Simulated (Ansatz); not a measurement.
**BN: equation of state with r2SCAN+D4**

The system is BN.

```
N B
1.0
     2.49824    0.00000    0.00000
    -1.24912    2.16354    0.00000
     0.00000    0.00000    6.63570
N B
2 2
Direct
  0.66667 0.33333 0.25000
  0.33333 0.66667 0.75000
  0.66667 0.33333 0.75000
  0.33333 0.66667 0.25000
```

| Item | Value |
| --- | --- |
| Program | Ansatz 0.2.0 |
| Task | equation of state |
| Functional | r2SCAN |
| Dispersion | D4 |
| Potentials or basis | Ansatz PAW |
| Cutoff | 500 eV |
| Density cutoff | 2000 eV |
| k mesh | 12 × 12 × 4 |
| Occupations | fermi-dirac, width 0.05 eV |
| Spin | no spin polarisation |

```
Equilibrium volume                        : 8.97 Å³/atom
Bulk modulus at fixed shape and positions : 252 GPa
Pressure derivative of the bulk modulus   : 3.5
```

Energy against volume, from the lowest point:
| volume (Å³/atom) | energy (meV/atom) |
| --- | --- |
| 8.429 | 28.22 |
| 8.608 | 12.25 |
| 8.787 | 3.03 |
| 8.967 | 0.00 |
| 9.146 | 2.61 |
| 9.325 | 10.39 |
| 9.505 | 22.87 |

All runs of the series together: 17 s on 2 threads of Arm Neoverse V2, on a shared host.

Caveat: the cell was scaled at fixed shape and fractional positions, which overstates the stiffness of a crystal with free parameters, most of all of layers and chains; the PAW data sets were made with another functional, which shifts forces and pressure a little.
